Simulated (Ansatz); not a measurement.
**AlN: strain energy, fitted**

AlN, P6_3mc, a = 3.130 Å, c = 5.018 Å. Ansatz: PBE, PAW, 420 eV, Γ-centred 12×12×6 mesh on 4 atoms, Gaussian smearing 0.02 eV; no spin polarisation. Series: equal strain along all axes, cell held, atoms relaxed; x is the strain in per cent. y is the free energy over the unstrained cell, V0 = 10.645 Å³/atom.

```tsv
x (%)	y (meV/atom)
-4.5	?
-3.0	56.90
-1.5	13.64
0.0	0.00
1.5	12.44
3.0	47.67
4.5	102.80
```

Problem. Fit y = c2 x² + c3 x³ to the other rows, turn c2 into a modulus, and predict the missing energy.

Solution. Least squares on the rows shown. y = 5.8186 x² − 0.16583 x³. In eV per unit strain² c2 is 58.19; the stiffness is B for this strain (E = 9/2 B V0 ε², shape held): 2 × 58.19 × 160.2 / (9 × 10.645) = 195 GPa. At x = -4.5 the fit asked for gives 132.94 meV/atom. The run gave 133.82 meV/atom, so the fit is 0.88 meV/atom too low, 0.66 % of the span of the series, against an rms of 0.12 meV/atom on the fitted rows. The row lies outside the fitted range. With a term in x⁴ added, a fit to the same known rows predicts 133.95 meV/atom, so most of the miss is curvature that the known rows already hold.